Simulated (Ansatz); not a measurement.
Crystal: CoO.

```
CELL_PARAMETERS angstrom
1.50547 0.86918 2.43993
-1.50547 0.86918 2.43993
0.00000 -1.73837 2.43993
ATOMIC_POSITIONS crystal
Co 0.00000 0.00000 0.00000
O 0.50000 0.50000 0.50000
```

The cell is a database's computed one.

Base run:

- Program: Ansatz 0.2.0
- Functional: r2SCAN
- Potentials or basis: Ansatz PAW
- Cutoff: 500 eV (not typed: the program's choice for these potentials)
- k mesh: 11 × 11 × 11
- Occupations: fermi-dirac, width 0.05 eV
- Spin: collinear spin, ferromagnetic start
- Starting moments: [2.0, 0.0] μB
- Hubbard terms: Co d U = 3 eV

Its results: band gap on the k mesh 2.02 eV, indirect (least direct gap 3.13 eV); pressure 5.0 GPa; net moment 3.00 μB per cell; site moments Co +2.65; O +0.21 μB.

Question: The run is repeated on the same cell with these changes: hubbard terms from Co d U = 3 eV to none; hubbard projectors from ortho-atomic (the default) to none. What comes out?

Answer: Band gap on the k mesh 0.43 eV, indirect (least direct gap 1.34 eV); pressure 0.4 GPa; net moment 3.00 μB per cell; site moments Co +2.60; O +0.28 μB.

The U term pushes filled and empty states of the shell apart.

Caveats: the magnetic or orbital state may not be the lowest; odd divisions of the mesh miss points on the zone boundary, where band edges often lie, so the gap on the mesh can be too wide; a cell with one magnetic atom can't hold antiferromagnetic order, which such compounds often take; the PAW data sets come from PBE, with cores solved anew for the run's functional, which leaves a small shift of forces and pressure.

A k mesh can miss the band edges.
